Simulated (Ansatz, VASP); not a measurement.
**BN: VASP beside Ansatz**

Contents of INCAR:

```
ALGO     = Normal         # electronic algorithm
EDIFF    = 1E-7           # SCF threshold, eV
ENCUT    = 520            # plane-wave cutoff, eV
GGA      = PE             # functional
ISIF     = 2              # what is computed and relaxed
ISMEAR   = 0              # smearing method
IVDW     = 12             # dispersion correction
LASPH    = T              # aspherical terms in the spheres
LCHARG   = T              # write CHGCAR
LELF     = T              # ELF
LREAL    = F              # projectors in reciprocal space
LVHAR    = T            
LWAVE    = F              # write WAVECAR
NBANDS   = 11             # bands
NELM     = 100            # most SCF steps
PREC     = Accurate       # precision mode
SIGMA    = 0.05           # smearing width, eV
```

KPOINTS

```
k-points
0
Gamma
  12 12 12
```

File POSCAR:

```
BN
1.0
    1.1510320406      0.6645486584      3.1030996510
   -1.1510320406      0.6645486584      3.1030996510
    0.0000000000     -1.3290973169      3.1030996510
B N
1 1
Direct
    0.9996712000      0.9996712000      0.9996712000
    0.3327618000      0.3327618000      0.3327618000
```

Input for Ansatz:

```yaml
crystal:
  lattice:
    - [1.1510320406, 0.6645486584, 3.103099651]
    - [-1.1510320406, 0.6645486584, 3.103099651]
    - [0.0, -1.3290973169, 3.103099651]
  atoms:
    - { symbol: B, position: [0.9996712, 0.9996712, 0.9996712] }
    - { symbol: "N", position: [0.3327618, 0.3327618, 0.3327618] }
basis:
  ecutwfc: 420
kpoints:
  mp_grid: { grid: [12, 12, 12] }
hamiltonian:
  xc: pbe
  dispersion: d3bj
scf:
  occupations: { method: gaussian, width: 0.05 }
output:
  forces: true
  stress: true
  eigenvalues: true
```

Change from the starting cell: strain -0.080 along x and y, -0.080 along z, atoms carried along.

Alike in both runs: task single point; functional PBE; dispersion D3(BJ); k mesh 12 × 12 × 12; occupations gaussian, width 0.05 eV; no spin polarisation.

|  | VASP | Ansatz |
| --- | --- | --- |
| version | VASP 6.6.1 | Ansatz 0.2.0 |
| potentials or method | VASP PAW PBE potentials, release 64 (B, N) | scalar-relativistic, plane waves, PAW |
| plane-wave cutoff (eV) | 520 | 420 |
| valence electrons in the cell | 8 | 8 |

```csv
,VASP,Ansatz,Ansatz less VASP
gap on the k mesh at the Fermi level (eV),4.53,4.54,+0.015
least direct gap on the mesh (eV),5.32,5.33,+0.006
pressure (GPa),94.8,94.6,-0.14
largest component of the traceless stress (GPa),92.82,92.41,-0.408
rms of the force components (eV/Å),0.012,0.012,-0.0001
```

Atom by atom the forces differ by 0.000 eV/Å (rms over components).

Caveats: the cell as given lies far from equilibrium; so large a pressure means that the cell lies far from this level's equilibrium, or that cutoff or potentials fall short (VASP). A k mesh can miss the band edges.
